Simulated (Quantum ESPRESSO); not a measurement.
The system is HgSe.

```
Hg Se
1.0
     0.00000    3.03900    3.03900
     3.03900    0.00000    3.03900
     3.03900    3.03900    0.00000
Hg Se
1 1
Direct
  0.00000 0.00000 0.00000
  0.75000 0.75000 0.75000
```

```yaml
Program: Quantum ESPRESSO 7.5
Task: phonons
Functional: LDA
Potentials_or_basis: PseudoDojo 0.4.1 SR LDA standard
Cutoff: 1170 eV
Density_cutoff: 4680 eV
k_mesh: 4 × 4 × 4, shifted
Occupations: fermi-dirac, width 0.05 eV
Spin: no spin polarisation
Form_of_the_LDA_correlation: PW92
Mixing_beta: 0.5
Most_SCF_iterations: 120
SCF_threshold: 4e-10 Ry
```

The first run showed a gap, so the response started from a second, tighter run with fixed occupations.

**Question.** What is the highest optical frequency at the zone centre, leaving out the macroscopic field of polar modes?

**Answer.** 129 cm⁻¹, a mode of symmetry T2 (IR and Raman).

Optical modes at Γ, degenerate ones joined, polar ones without the macroscopic field:
```
cm⁻¹  components  symmetry     active in  IR intensity, summed ((D/Å)²/amu)
 129           3        T2  IR and Raman                              15.55
```

Caveat: the k mesh is coarse; the shifted mesh misses Γ, where the gap is smaller or closed, so treating the crystal as an insulator may be wrong and the dielectric response too small.
